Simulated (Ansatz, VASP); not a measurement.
# Two plane-wave programs on C

```xyz
1
Lattice="0.0000 1.5803 1.5803 1.5803 0.0000 1.5803 1.5803 1.5803 0.0000" Properties=species:S:1:pos:R:3 pbc="T T T"
C     0.0000    0.0000    0.0000
```

Alike in both runs: task single point; functional BLYP; k mesh 19 × 19 × 19; occupations fermi-dirac, width 0.1 eV; no spin polarisation.

|  | VASP | Ansatz |
| --- | --- | --- |
| version | VASP 6.6.1 | Ansatz 0.2.0 |
| potentials or method | VASP PAW PBE potentials, release 64 (C) | plane waves (420 eV) with PAW, scalar-relativistic |
| plane-wave cutoff (eV) | 520 | 420 |
| valence electrons in the cell | 4 | 4 |

```csv
,VASP,Ansatz,Ansatz less VASP
pressure (GPa),5.1,5.1,-0.01
```

The functional is the same, so the differences come from potentials, cutoffs and numerics.

Caveats: the PAW data sets were made with another functional, which shifts forces and pressure a little (VASP).
